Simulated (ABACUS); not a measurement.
Input of an ABACUS 3.10.1 run:

run_abacus.py

```python
"""ABACUS run from a structure file: ASE reads it, the script writes STRU, KPT and INPUT."""
import re
import subprocess
from ase.io import read
from ase.units import Bohr

atoms = read("POSCAR")
atoms = atoms[(-atoms.numbers).argsort(kind="stable")]  # ABACUS lists atoms element by element
pseudo = {'Ag': 'Ag.upf'}
orbital = {}
magmoms = None
kmesh = [9, 9, 9]
params = {
    'suffix': 'Ag',
    'calculation': 'scf',
    'basis_type': 'pw',
    'pseudo_dir': './',
    'symmetry': 1,
    'dft_functional': 'wc',
    'ecutwfc': 82,
    'pseudo_rcut': 10,
    'nspin': 1,
    'nbands': 20,
    'ks_solver': 'dav',
    'smearing_method': 'fd',
    'smearing_sigma': 0.00367493,
    'scf_thr': 1e-08,
    'scf_nmax': 100,
    'mixing_type': 'broyden',
    'mixing_beta': 0.7,
    'cal_force': 1,
    'cal_stress': 1,
    'out_chg': 1,
    'kpar': 4,
}

symbols = atoms.get_chemical_symbols()
elements = list(dict.fromkeys(symbols))
lines = ["ATOMIC_SPECIES"] + [f"{e} {atoms.get_masses()[symbols.index(e)]:.4f} {pseudo[e]}" for e in elements]
if orbital:
    lines += ["", "NUMERICAL_ORBITAL"] + [orbital[e] for e in elements]
lines += ["", "LATTICE_CONSTANT", f"{1 / Bohr:.10f}", "", "LATTICE_VECTORS"]
lines += [" ".join(f"{x:.10f}" for x in v) for v in atoms.cell]
lines += ["", "ATOMIC_POSITIONS", "Direct"]
for e in elements:
    lines += ["", e, "0.0", str(symbols.count(e))]
    for i, p in enumerate(atoms.get_scaled_positions(wrap=False)):
        if symbols[i] == e:
            mag = "" if magmoms is None else " mag " + " ".join(str(x) for x in (magmoms[i] if isinstance(magmoms[i], list) else [magmoms[i]]))
            lines.append(" ".join(f"{x:.10f}" for x in p) + " 1 1 1" + mag)
open("STRU", "w").write("\n".join(lines) + "\n")
open("KPT", "w").write("K_POINTS\n0\nGamma\n%d %d %d 0 0 0\n" % tuple(kmesh))
open("INPUT", "w").write("INPUT_PARAMETERS\n" + "".join(f"{k:<20s}{v}\n" for k, v in params.items()))

done = subprocess.run(['mpirun', '-np', '4', 'abacus'])
if done.returncode:
    raise SystemExit(done.returncode)
log = open("OUT.Ag/running_scf.log").read()
print("final energy (eV):", re.findall(r"FINAL_ETOT_IS (\S+)", log))
```

POSCAR

```
Ag
1.0
    0.0000000000      2.0427500000      2.0427500000
    2.0427500000      0.0000000000      2.0427500000
    2.0427500000      2.0427500000      0.0000000000
Ag
1
Direct
    0.0000000000      0.0000000000      0.0000000000
```

Potentials or basis: PseudoDojo NC SR 0.4 PBEsol stringent, plane waves.

The run is started by

```bash
$ OMP_NUM_THREADS=1 python run_abacus.py > log
```

Predict the band gap on the k mesh.

none (metal or under the smearing width).

Predict the pressure.

-2.3 GPa.

Caveat: the potentials were made for another functional, which shifts forces and pressure.
